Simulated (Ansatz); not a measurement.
**Relaxation of MnAs**

The start is MnAs, a database structure at a slightly changed volume. Where does it settle when we relax cell and atoms, and what is it like there?

Program: Ansatz 0.2.0. Level of theory: DFT, PBE, collinear spin, plane waves, PAW. These are calculated values, not measurements.

## 1. The system as given

It takes space group Pnma (No. 62, orthorhombic). The conventional cell has a = 5.523 Å, b = 3.431 Å, c = 6.134 Å, α = 90.00°, β = 90.00°, γ = 90.00°. Mn (site symmetry m) is surrounded by 6 As at 2.40 to 2.52 Å. As (site symmetry m) has 6 Mn at 2.40 to 2.52 Å as nearest neighbours.

Coordinates:

```
CELL_PARAMETERS angstrom
5.52282 0.00000 0.00000
0.00000 3.43129 0.00000
0.00000 0.00000 6.13390
ATOMIC_POSITIONS crystal
Mn 0.01500 0.25000 0.20000
Mn 0.48500 0.75000 0.70000
Mn 0.51500 0.25000 0.30000
Mn 0.98500 0.75000 0.80000
As 0.20000 0.25000 0.57000
As 0.30000 0.75000 0.07000
As 0.70000 0.25000 0.93000
As 0.80000 0.75000 0.43000
```

The first density is read from a saved solution for the starting cell.

## 2. Relaxing

input.yaml

```yaml
crystal:
  lattice:
    - [5.52282175, 0.0, 0.0]
    - [0.0, 3.43128543, 0.0]
    - [0.0, 0.0, 6.13390012]
  atoms:
    - { symbol: Mn, position: [0.015, 0.25, 0.2] }
    - { symbol: Mn, position: [0.485, 0.75, 0.7] }
    - { symbol: Mn, position: [0.515, 0.25, 0.3] }
    - { symbol: Mn, position: [0.985, 0.75, 0.8] }
    - { symbol: As, position: [0.2, 0.25, 0.57] }
    - { symbol: As, position: [0.3, 0.75, 0.07] }
    - { symbol: As, position: [0.7, 0.25, 0.93] }
    - { symbol: As, position: [0.8, 0.75, 0.43] }
kpoints:
  mp_grid: { grid: [4, 6, 3], shift: [0, 0, 0] }
magnetization:
  spin_polarized: true
scf:
  occupations: { method: fermi_dirac, width: 0.0109 }
  lower_state_search: "off"
hamiltonian:
  pseudopotentials: { kind: paw }
  xc: pbe
basis:
  ecutwfc: 420
  fft_grid_basis: typed
relax:
  max_steps: 60
  cell: { p_target: 0.0 }
output:
  forces: true
  stress: true
  eigenvalues: true
  bader: true
  populations: true
  elf: true
  write_potential: true
  volumetric_format: npy
  dos:
    e_range: [-12, 8]
    de: 0.05
    projected: { site_lists: { As: [As], Mn: [Mn] } }
checkpoint:
  read: saved_state
```

Started as:

```bash
ansatz run input.yaml --threads 2 --pin off --max-ram 4096MiB --backend cpu --events-out ev --progress --plain --runs-dir out
```

Output, shortened:

```text
Warning: checkpoint.read: basis.xc_grid differs: saved 1, current 2 (points along each axis for each point of the dense box; where the key is left out runs that use forces, runs that use the stress, dielectric runs by a finite field, finite-displacement phonons, runs of [...]
Warning: RAYON_NUM_THREADS=2 ignored (pool sized by the plan → 2); use --threads N
band count auto-derived: 78 (N_el = 120.0; filled up to band 60; 72 by the electrons, moments and atoms)
[...]
Pseudopotentials: kind: paw
Pseudopotential: Mn, paw, valence charge 15, recommended cutoff 420 eV (normal), Mn.paw.azcp
Pseudopotential: As, paw, valence charge 15, recommended cutoff 420 eV (normal), As.paw.azcp
Functional definition: PBE
[...]
Crystal: 8 atoms, lattice volume = 116.240 Å³
Basis set: ecut = 420 eV, 2269 PW (Γ), exchange–correlation on 80×48×90 points (8 copies of the dense FFT grid, shifted against one another)
Bands: 78, of which v1, the nominal top of the filled ones, is band 60 counted from 1 (59 counted from 0)
Symmetry: 8 space group operations
Space group: Pnma (ITA 62), of the structure as read, at distance tolerance 4.9e-5 Å
k-points: 24 of 72
[...]
SCF iter   1: F=—  HF=-35021.547580 eV  |F-HF|=—  |Δ(HF+E_count)|=         —  Δρ=7.36e-3 (↑7.36e-3 ↓5.05e-3)  dr2=3.73e-3  dr2_m=3.05e-2  M=6.800 μB ∫|m|=8.292 μB  β_m=0.30  ethr=3.17e-6  ⟨swp⟩=3.1  Hψ=20050  notcnv=0
[...]
spin=Collinear: Resta preconditioning applied to the charge; magnetization (m = ρ↑ − ρ↓) channel mixes plain (no charge-response kernel on spin).
[...]
relax step   1: F+E_penalty+E_count = -35021.79349527 eV  Δ(F+E_penalty+E_count) = +0.000e0 eV  max|allowed force component| = 5.189e-1 eV/Å  Δτ_max = 0.0000 Å  P = -2.994 GPa  Ω = 116.240 Å³  (8 SCF iters, dr2 threshold 1.00e-7 eV, accepted)
[...]
relax step   3: F+E_penalty+E_count = -35021.98415471 eV  Δ(F+E_penalty+E_count) = -3.997e-2 eV  max|allowed force component| = 9.785e-2 eV/Å  Δτ_max = 0.0554 Å  P = +0.513 GPa  Ω = 113.339 Å³  energy of the carried Pulay correction = +7.378e-4 eV  (8 SCF iters, dr2 threshold 8.00e-7 eV, accepted)
[...]
relax step   4: F+E_penalty+E_count = -35021.98789890 eV  Δ(F+E_penalty+E_count) = -3.744e-3 eV  max|allowed force component| = 1.116e-2 eV/Å  Δτ_max = 0.0108 Å  P = -0.251 GPa  Ω = 113.914 Å³  energy of the carried Pulay correction = +5.900e-4 eV  (7 SCF iters, dr2 threshold 8.00e-7 eV, accepted)
[...]
SCF iter   1: F=—  HF=-35021.988207 eV  |F-HF|=—  |Δ(HF+E_count)|=         —  Δρ=3.27e-4 (↑3.27e-4 ↓2.75e-4)  dr2=1.25e-4  dr2_m=6.87e-5  M=7.012 μB ∫|m|=8.480 μB  β_m=0.30  ethr=9.29e-8  ⟨swp⟩=2.1  Hψ=15623  notcnv=0
[...]
spin=Collinear: Kerker preconditioning applied to the charge; magnetization (m = ρ↑ − ρ↓) channel mixes plain (no charge-response kernel on spin).
```

## 3. The output, continued

Output, continued:

```text
SCF iter   2: F=—  HF=-35021.988214 eV  |F-HF|=—  |Δ(HF+E_count)|=   7.53e-6  Δρ=2.47e-4 (↑2.47e-4 ↓1.94e-4)  dr2=5.59e-5  dr2_m=3.86e-5  M=7.012 μB ∫|m|=8.479 μB  β_m=0.63  ethr=9.29e-8  ⟨swp⟩=1.0  Hψ=3744  notcnv=0
SCF iter   3: F=—  HF=-35021.988236 eV  |F-HF|=—  |Δ(HF+E_count)|=   2.18e-5  Δρ=1.49e-4 (↑1.25e-4 ↓1.49e-4)  dr2=8.08e-5  dr2_m=1.74e-6  M=7.011 μB ∫|m|=8.478 μB  β_m=0.52  ethr=4.66e-8  ⟨swp⟩=2.0  Hψ=6002  notcnv=0
SCF iter   4: F=—  HF=-35021.988225 eV  |F-HF|=—  |Δ(HF+E_count)|=   1.09e-5  Δρ=4.03e-5 (↑4.03e-5 ↓3.09e-5)  dr2=1.50e-6  dr2_m=8.41e-7  M=7.011 μB ∫|m|=8.477 μB  β_m=0.76  ethr=4.66e-8  ⟨swp⟩=2.0  Hψ=4350  notcnv=0
SCF iter   5: F=-35021.988226 eV  HF=-35021.988226 eV  |F-HF|=1.36e-8  |Δ(HF+E_count)|=   3.04e-7  Δρ=9.16e-6 (↑9.16e-6 ↓6.33e-6)  dr2=1.12e-7  dr2_m=3.48e-8  M=7.011 μB ∫|m|=8.476 μB  ethr=4.08e-10  ⟨swp⟩=9.3  Hψ=25852  notcnv=0
SCF 5 converged in 5 iterations: F = -35021.988226 eV  dr2 = 1.12e-7
relax step   5: F+E_penalty+E_count = -35021.98822563 eV  Δ(F+E_penalty+E_count) = -3.267e-4 eV  max|allowed force component| = 1.124e-2 eV/Å  Δτ_max = 0.0017 Å  P = +0.011 GPa  Ω = 113.736 Å³  energy of the carried Pulay correction = +6.358e-4 eV  (5 SCF iters, dr2 threshold 4.90e-7 eV, accepted)
Crystal: 8 atoms, lattice volume = 113.739 Å³
iter 1 solved again at ethr=1.76e-8 eV; its pass at ethr=3.10e-3 eV (dr2=2.12e-5 eV) is discarded
SCF iter   1: F=—  HF=-35021.988258 eV  |F-HF|=—  |Δ(HF+E_count)|=         —  Δρ=2.16e-4 (↑2.16e-4 ↓1.62e-4)  dr2=2.22e-5  dr2_m=3.16e-5  M=7.008 μB ∫|m|=8.473 μB  β_m=0.30  ethr=1.76e-8  ⟨swp⟩=3.0  Hψ=14670  notcnv=0
preconditioner: auto → Kerker (q_TF=auto, 2.753 Å⁻¹)  [metal: Δε(μ)=0.008 eV  Ē_g=7.944 eV  σ=0.011 eV  W_gap=0.18  n_scr=38 (ndim 8)  ℏωp=24.1 eV  f_vac=0.000  D(μ)=2.87/eV (n_scr^D=16)]
spin=Collinear: Kerker preconditioning applied to the charge; magnetization (m = ρ↑ − ρ↓) channel mixes plain (no charge-response kernel on spin).
SCF iter   2: F=—  HF=-35021.988268 eV  |F-HF|=—  |Δ(HF+E_count)|=   1.03e-5  Δρ=1.55e-4 (↑1.55e-4 ↓1.22e-4)  dr2=1.29e-5  dr2_m=1.67e-5  M=7.008 μB ∫|m|=8.473 μB  β_m=0.65  ethr=1.76e-8  ⟨swp⟩=1.0  Hψ=3744  notcnv=0
SCF iter   3: F=—  HF=-35021.988282 eV  |F-HF|=—  |Δ(HF+E_count)|=   1.37e-5  Δρ=3.57e-5 (↑3.57e-5 ↓1.76e-5)  dr2=9.42e-7  dr2_m=5.33e-7  M=7.007 μB ∫|m|=8.471 μB  β_m=0.82  ethr=1.07e-8  ⟨swp⟩=2.2  Hψ=6453  notcnv=0
SCF iter   4: F=—  HF=-35021.988279 eV  |F-HF|=—  |Δ(HF+E_count)|=   2.86e-6  Δρ=2.89e-5 (↑2.24e-5 ↓2.89e-5)  dr2=2.48e-6  dr2_m=4.76e-8  M=7.007 μB ∫|m|=8.471 μB  β_m=0.82  ethr=7.85e-10  ⟨swp⟩=2.0  Hψ=6534  notcnv=0
SCF iter   5: F=—  HF=-35021.988278 eV  |F-HF|=—  |Δ(HF+E_count)|=   2.50e-7  Δρ=6.39e-6 (↑6.39e-6 ↓2.96e-6)  dr2=3.28e-8  dr2_m=1.71e-8  M=7.006 μB ∫|m|=8.470 μB  β_m=0.79  ethr=7.85e-10  ⟨swp⟩=2.0  Hψ=6371  notcnv=0
SCF iter   6: F=-35021.988278 eV  HF=-35021.988278 eV  |F-HF|=3.80e-9  |Δ(HF+E_count)|=   4.29e-9  Δρ=1.63e-6 (↑1.63e-6 ↓1.40e-6)  dr2=2.01e-9  dr2_m=1.86e-9  M=7.006 μB ∫|m|=8.470 μB  ethr=6.58e-12  ⟨swp⟩=6.9  Hψ=20198  notcnv=0
SCF 6 converged in 6 iterations: F = -35021.988278 eV  dr2 = 2.01e-9
relax step   6: F+E_penalty+E_count = -35021.98827848 eV  Δ(F+E_penalty+E_count) = -5.285e-5 eV  max|allowed force component| = 2.394e-3 eV/Å  Δτ_max = 0.0016 Å  P = -0.020 GPa  Ω = 113.739 Å³  energy of the carried Pulay correction = +6.350e-4 eV  (6 SCF iters, dr2 threshold 7.89e-9 eV, accepted)
Initial wavefunctions: pseudopotential atomic-orbital guess (no wavefunctions were taken with the density)
iter 1 solved again at ethr=3.06e-8 eV; its pass at ethr=3.10e-3 eV (dr2=3.67e-5 eV) is discarded
SCF iter   1: F=—  HF=-35021.987693 eV  |F-HF|=—  |Δ(HF+E_count)|=         —  Δρ=1.97e-5 (↑1.13e-5 ↓1.97e-5)  dr2=1.45e-7  dr2_m=6.69e-8  M=7.006 μB ∫|m|=8.470 μB  β_m=0.30  ethr=3.06e-8  ⟨swp⟩=3.1  Hψ=23382  notcnv=0
preconditioner: auto → Kerker (q_TF=auto, 2.753 Å⁻¹)  [metal: Δε(μ)=0.008 eV  Ē_g=7.944 eV  σ=0.011 eV  W_gap=0.18  n_scr=38 (ndim 8)  ℏωp=24.1 eV  f_vac=0.000  D(μ)=2.83/eV (n_scr^D=16)]
spin=Collinear: Kerker preconditioning applied to the charge; magnetization (m = ρ↑ − ρ↓) channel mixes plain (no charge-response kernel on spin).
SCF iter   2: F=—  HF=-35021.987690 eV  |F-HF|=—  |Δ(HF+E_count)|=   3.46e-6  Δρ=1.41e-5 (↑1.29e-5 ↓1.41e-5)  dr2=2.47e-7  dr2_m=4.53e-8  M=7.006 μB ∫|m|=8.470 μB  β_m=0.57  ethr=1.21e-10  ⟨swp⟩=2.0  Hψ=6624  notcnv=0
SCF iter   3: F=—  HF=-35021.987690 eV  |F-HF|=—  |Δ(HF+E_count)|=   1.19e-7  Δρ=7.05e-6 (↑3.96e-6 ↓7.05e-6)  dr2=6.04e-8  dr2_m=5.06e-9  M=7.006 μB ∫|m|=8.470 μB  β_m=0.57  ethr=1.21e-10  ⟨swp⟩=2.0  Hψ=5845  notcnv=0
SCF iter   4: F=—  HF=-35021.987690 eV  |F-HF|=—  |Δ(HF+E_count)|=   4.60e-9  Δρ=2.29e-6 (↑2.29e-6 ↓1.62e-6)  dr2=5.19e-9  dr2_m=1.55e-9  M=7.006 μB ∫|m|=8.470 μB  β_m=0.61  ethr=5.03e-11  ⟨swp⟩=2.1  Hψ=6422  notcnv=0
SCF iter   5: F=—  HF=-35021.987690 eV  |F-HF|=—  |Δ(HF+E_count)|=  6.98e-10  Δρ=1.41e-6 (↑7.80e-7 ↓1.41e-6)  dr2=5.33e-9  dr2_m=1.31e-10  M=7.006 μB ∫|m|=8.470 μB  β_m=0.81  ethr=4.33e-12  ⟨swp⟩=2.0  Hψ=6118  notcnv=0
SCF iter   6: F=—  HF=-35021.987690 eV  |F-HF|=—  |Δ(HF+E_count)|=  2.47e-10  Δρ=3.83e-7 (↑2.04e-7 ↓3.83e-7)  dr2=2.23e-10  dr2_m=3.50e-11  M=7.006 μB ∫|m|=8.470 μB  β_m=0.76  ethr=4.33e-12  ⟨swp⟩=1.2  Hψ=3775  notcnv=0
SCF iter   7: F=-35021.987690 eV  HF=-35021.987690 eV  |F-HF|=2.18e-11  |Δ(HF+E_count)|=  2.18e-11  Δρ=1.17e-7 (↑1.17e-7 ↓7.33e-8)  dr2=1.11e-11  dr2_m=6.20e-12  M=7.006 μB ∫|m|=8.470 μB  ethr=1.00e-12  ⟨swp⟩=5.0  Hψ=15469  notcnv=0
SCF 7 converged in 7 iterations: F = -35021.987690 eV  dr2 = 1.11e-11
relax step   7: F+E_penalty+E_count = -35021.98768968 eV  Δ(F+E_penalty+E_count) = +5.888e-4 eV  max|allowed force component| = 2.415e-3 eV/Å  Δτ_max = 0.0000 Å  P = -0.020 GPa  Ω = 113.739 Å³  stress off target by 2.97e-2 GPa  SCF on the basis re-selected at this cell (its energy is not comparable with the rows above)  (7 SCF iters)
basis re-selected at this cell: Δ(F+E_penalty+E_count) = +5.888e-4 eV, ΔP = +0.000 GPa vs the last step (what re-selecting the basis moved, of the pressure what is left beyond the Pulay correction that the steps carried, after the strain that the cell walked since its last selection, with what the two solves' SCF thresholds leave and, on support functions, any second-order correction that the steps lacked; it is no measure of the basis error at this ecutwfc). This SCF's stress stands 2.97e-2 GPa from its target on what of the cell is left free (relax.cell.stress_tol is 5.00e-2 GPa) and its largest allowed force component is 2.42e-3 eV/Å (relax.f_tol is 1.00e-2 eV/Å): within both
SCF converged after 7 iterations
Magnetization: 7.0064 μB (63.5032 up, 56.4968 down)
Absolute magnetization: 8.4559 μB (∫|ρ↑−ρ↓|, with the PAW one-centre terms)
Spin contamination: 0.2305 ħ² per cell (⟨S²⟩ above its minimum at these occupations)
Per-site moments (μB) at R_I (Å): [(1.8204162480396389, 0.9726509040453087), (1.8204162480396386, 0.972650904045309), (1.8204162480396384, 0.9726509040453084), (1.8204162480396393, 0.9726509040453093), (-0.09909204696841942, 0.9726509040453084), (-0.09909204696841964, 0.9726509040453093), (-0.09909204696841953, 0.9726509040453087), (-0.09909204696841972, 0.972650904045309)]
Free energy (F): -35021.987690 eV
Harris-Foulkes:  -35021.987690 eV  (|F-HF|=2.18e-11)
Internal energy: -35021.986664 eV  (E = F + TS)
E sigma→0 (E₀):  -35021.987177 eV
Entropy (-TS):   -0.001025 eV (-0.128 meV/atom)
Fermi energy:    16.291749 eV
--- Per-component energies (eV) ---
  E_band       = -1473.321058
  E_kinetic    = 1652.498878
  E_local      = -12719.894952  (includes V_loc(G=0)·N_el)
  E_nonlocal   = -1710.596249
  E_hartree    = 6247.817433
  E_xc         = -778.431368
  E_vxc        = -908.968008  (∫ρ·V_xc dr)
  E_paw        = -12549.725040  (= ΣΔE_a)
  E_vpaw       = -281.996045  (= ΣTr[D̂ρ^β])
  E_aug_tail   = -0.000002  (compensation charges beyond the density's cutoff)
  E_ewald      = -15163.655364
  E_smearing   = -0.001025  (= −TS)
  E_closure    = 0.000000  (closes the sum)
  Σ components = -35021.987690   (vs F -35021.987690, Δ=0.00e0)
--- Forces (eV/Å), atoms counted from 1 ---
  atom   1  Mn    -0.00093481     0.00000000     0.00241532
  atom   2  Mn     0.00093481     0.00000000     0.00241532
  atom   3  Mn    -0.00093481     0.00000000    -0.00241532
  atom   4  Mn     0.00093481     0.00000000    -0.00241532
  atom   5  As     0.00135587    -0.00000000    -0.00040185
  atom   6  As    -0.00135587    -0.00000000    -0.00040185
  atom   7  As     0.00135587    -0.00000000     0.00040185
  atom   8  As    -0.00135587    -0.00000000     0.00040185
  max |Σ_I F_I| component: 8.67e-19 eV/Å
--- Stress (GPa, compression-positive) ---
       -0.025554       0.000000       0.000000
        0.000000      -0.003712       0.000000
        0.000000       0.000000      -0.029673
  P = ⅓ Tr σ = -0.0196 GPa (-0.196 kbar)
--- Band table (eV; the first three rows and the last of 48) ---
  k-point 0 ↑: bands = ["-63.8645", "-63.8557", "-63.8552", "-63.8466", "-32.7198", "-32.7109", "-32.6856", "-32.6757", "-32.6745", "-32.6566", "-32.6464", "-32.6441", "-32.5796", "-32.5388", "-32.5244", "-32.5055", "-19.6584", "-19.6565", "-19.6498", "-19.6485", "-19.6451", "-19.6420", "-19.6294", "-19.6280", "-19.6157", "-19.6097", "-19.6096", "-19.6076", "-19.5958", "-19.5941", "-19.5932", "-19.5921", "-19.5912", "-19.5908", "-19.5895", "-19.5888", "1.9847", "4.2948", "5.3159", "5.4077", "9.3984", "9.6237", "11.7376", "11.7792", "11.9815", "12.5022", "12.5599", "12.9811", "13.0702", "13.5638", "13.8266", "13.9687", "14.2176", "14.4836", "14.5949", "14.6738", "14.7027", "14.7881", "14.9059", "15.1152", "15.3141", "15.3482", "15.5461", "16.0850", "16.7511", "17.3057", "18.6821", "18.8239", "18.9658", "19.4022", "19.6802", "20.8924", "21.7269", "21.9905", "22.3865", "23.1021", "23.8481", "24.8132"]
  k-point 1 ↑: bands = ["-63.8632", "-63.8599", "-63.8511", "-63.8478", "-32.7179", "-32.7137", "-32.6836", "-32.6789", "-32.6672", "-32.6534", "-32.6526", "-32.6485", "-32.5700", "-32.5515", "-32.5164", "-32.5084", "-19.6578", "-19.6569", "-19.6495", "-19.6488", "-19.6442", "-19.6427", "-19.6291", "-19.6284", "-19.6142", "-19.6112", "-19.6091", "-19.6081", "-19.5948", "-19.5940", "-19.5936", "-19.5925", "-19.5913", "-19.5902", "-19.5900", "-19.5892", "2.3729", "3.4026", "5.5037", "5.5800", "9.3211", "10.4440", "11.0836", "11.9985", "12.0452", "12.6198", "12.6564", "13.2258", "13.3439", "13.4413", "13.6512", "13.9321", "13.9475", "14.1590", "14.2004", "14.6033", "14.7281", "14.8401", "14.9615", "15.0002", "15.1989", "15.2014", "16.2882", "16.4364", "16.9709", "17.1045", "17.8265", "18.1399", "19.1675", "19.3442", "20.0735", "20.6979", "22.1843", "22.2531", "23.0224", "23.7770", "23.8962", "24.4488"]
  k-point 2 ↑: bands = ["-63.8637", "-63.8561", "-63.8545", "-63.8471", "-32.7191", "-32.7115", "-32.6893", "-32.6784", "-32.6768", "-32.6558", "-32.6519", "-32.6438", "-32.5757", "-32.5407", "-32.5230", "-32.5065", "-19.6588", "-19.6566", "-19.6468", "-19.6456", "-19.6454", "-19.6438", "-19.6301", "-19.6300", "-19.6149", "-19.6094", "-19.6088", "-19.6078", "-19.5959", "-19.5933", "-19.5931", "-19.5914", "-19.5913", "-19.5901", "-19.5892", "-19.5884", "2.3024", "4.4910", "5.4366", "5.4886", "9.6780", "9.8204", "11.4466", "11.8391", "11.8647", "12.1699", "12.3264", "12.7812", "12.9757", "13.3677", "13.6893", "13.8595", "14.0301", "14.0854", "14.4912", "14.5224", "14.5405", "14.8604", "15.1176", "15.1745", "15.2672", "15.5457", "15.5548", "16.2152", "17.0288", "17.1945", "17.5734", "17.7485", "18.8039", "19.1436", "19.6299", "19.9570", "21.4494", "23.3271", "23.6357", "23.8120", "24.2363", "24.5410"]
  k-point 23 ↓: bands = ["-61.7949", "-61.7949", "-61.7949", "-61.7949", "-30.6682", "-30.6682", "-30.6682", "-30.6682", "-30.6367", "-30.6367", "-30.6367", "-30.6367", "-30.5524", "-30.5524", "-30.5524", "-30.5524", "-19.6767", "-19.6767", "-19.6767", "-19.6767", "-19.6613", "-19.6613", "-19.6613", "-19.6613", "-19.6358", "-19.6358", "-19.6358", "-19.6358", "-19.6168", "-19.6168", "-19.6168", "-19.6168", "-19.6096", "-19.6096", "-19.6096", "-19.6096", "4.9275", "4.9275", "4.9275", "4.9275", "9.9237", "9.9237", "9.9237", "9.9237", "13.1268", "13.1268", "13.1268", "13.1268", "13.6911", "13.6911", "13.6911", "13.6911", "15.4353", "15.4353", "15.4353", "15.4353", "16.9362", "16.9362", "16.9362", "16.9362", "17.3467", "17.3467", "17.3467", "17.3467", "18.6393", "18.6393", "18.6393", "18.6393", "19.8927", "19.8927", "19.8927", "19.8927", "22.1729", "22.1729", "22.1729", "22.1729", "23.9358", "23.9358"]
--- Relaxed structure (6 steps of the walk, 6 accepted, 1 SCFs on fresh bases) ---
  F+E_penalty+E_count = -35021.98768968 eV   max|allowed force component| = 2.415e-3 eV/Å   (the final SCF, on the basis selected at the relaxed cell)
  cell:  # Å, volume = 113.7387 Å³
    - [5.510133725763609, 0.0, 0.0]
    - [0.0, 3.4360902160330884, 0.0]
    - [0.0, 0.0, 6.00732922777399]
  atoms:
    - { symbol: Mn, position: [0.003821097471891817, 0.24999999999999997, 0.1899639940504049] }
    - { symbol: Mn, position: [0.4961789025281081, 0.7500000000000001, 0.6899639940504049] }
    - { symbol: Mn, position: [0.5038210974718917, 0.24999999999999997, 0.3100360059495951] }
    - { symbol: Mn, position: [0.9961789025281078, 0.7500000000000001, 0.8100360059495951] }
    - { symbol: As, position: [0.1954873227053744, 0.24999999999999997, 0.5822135873033872] }
    - { symbol: As, position: [0.3045126772946256, 0.7500000000000001, 0.08221358730338729] }
    - { symbol: As, position: [0.6954873227053744, 0.24999999999999997, 0.9177864126966127] }
    - { symbol: As, position: [0.8045126772946258, 0.7500000000000001, 0.41778641269661276] }
--- Löwdin populations: 8 sites ---
  site symbol       q [e]    m [muB]
     0     Mn     14.5641     1.9702
     1     Mn     14.5641     1.9702
     2     Mn     14.5641     1.9702
     3     Mn     14.5641     1.9702
     4     As     15.2416    -0.2064
     5     As     15.2416    -0.2064
     6     As     15.2416    -0.2064
     7     As     15.2416    -0.2064
  spilling = 0.006477 (of n_electrons = 120.000000)
--- Bader charges: 8 sites ---
  site symbol  charge [e]  shift [e]    m [muB]
     0     Mn      0.5187     0.0019     1.9124
     1     Mn      0.5188     0.0019     1.9124
     2     Mn      0.5188     0.0019     1.9124
     3     Mn      0.5188     0.0019     1.9124
     4     As     -0.5188     0.0019    -0.1608
     5     As     -0.5188     0.0019    -0.1608
     6     As     -0.5188     0.0019    -0.1608
     7     As     -0.5188     0.0019    -0.1608
  estimated error of the sums over rays = 5.4e-4 e
```

It took 3.2 min on 2 threads of Arm Neoverse V1, shared host; peak memory 0.65 GiB.

Relaxation path:

```csv
step,energy from step 1 (eV/cell),largest force component (eV/Å),pressure (GPa),volume (Å³)
1,0.0000,0.5189,-2.99,116.24
2,-0.1507,0.3124,-0.08,113.65
3,-0.1907,0.0979,0.51,113.34
4,-0.1944,0.0112,-0.25,113.91
5,-0.1947,0.0112,0.01,113.74
6,-0.1948,0.0024,-0.02,113.74
7,-0.1942,0.0024,-0.02,113.74
```

Step 1 is the start. Step 7 repeats the geometry before on a plane-wave basis chosen anew for that cell, so the energy can jump there without any move; the table keeps such jumps.

| input's cell | before | after | change |
| --- | --- | --- | --- |
| a (Å) | 5.523 | 5.510 | -0.2 % |
| b (Å) | 3.431 | 3.436 | +0.1 % |
| c (Å) | 6.134 | 6.007 | -2.1 % |
| volume (Å³/atom) | 14.53 | 14.22 | -2.2 % |

The largest move, 0.09 Å, apart from the change of the cell, is shared by several atoms, Mn3 among them.

[end of part 1 of 2]
